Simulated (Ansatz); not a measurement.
WS2 (Tungstenite), 6 atoms in the cell. The structure is hexagonal, space group P6_3/mmc (No. 194). The conventional cell has a = 3.180 Å, b = 3.180 Å, c = 12.500 Å, α = 90.00°, β = 90.00°, γ = 120.00°. W (site symmetry -6m2) is surrounded by 6 S at 2.41 Å. S (site symmetry 3m) is surrounded by 3 W at 2.41 Å. 

```yaml
Program: Ansatz 0.2.0
Task: relaxation of cell and atoms
Functional: RPBE
Dispersion: D4
Potentials_or_basis: Ansatz PAW
Cutoff: "420 eV (not typed: the program's choice for these potentials)"
k_mesh: 10 × 10 × 3
Occupations: fermi-dirac, width 0.05 eV
Spin: no spin polarisation
```

Potentials or basis: Ansatz PAW.

Command:

```sh
$ ansatz run input.yaml --threads 2 --pin off --max-ram 5632MiB --backend cpu --events-out ev --progress --plain --runs-dir out
```

Hardware: 2 threads of Intel(R) Xeon(R) Processor @ 2.50GHz (Skylake/Cascade Lake), on a shared host.

**Question.** How long does it take, and how much memory?

**Answer.** Wall time 45 s on 2 threads of Intel(R) Xeon(R) Processor @ 2.50GHz (Skylake/Cascade Lake), with other jobs on the host, peak memory 0.47 GiB. Counts: scf iterations 46, plane waves 1947, k points 28, bands 32, ion steps 7.
